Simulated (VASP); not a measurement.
The system is Be.

```xyz
1
Lattice="0.0000 1.5791 1.5791 1.5791 0.0000 1.5791 1.5791 1.5791 0.0000" Properties=species:S:1:pos:R:3 pbc="T T T"
Be    0.0000    0.0000    0.0000
```

The cell was built by a generator and needn't be a form met in nature.

Base run:

```yaml
Program: VASP 6.6.1
Functional: AM05
Potentials_or_basis: VASP PAW PBE potentials, release 64 (Be)
Cutoff: 520 eV
k_mesh: 14 × 14 × 14
Occupations: fermi-dirac, width 0.05 eV
Spin: no spin polarisation
```

Its results: pressure -0.6 GPa.

Problem. The run is repeated on the same cell with these changes: functional from AM05 to r2SCAN. What comes out?

Solution. Pressure 0.1 GPa.

Caveats: the PAW data sets were made with another functional, which shifts forces and pressure a little.
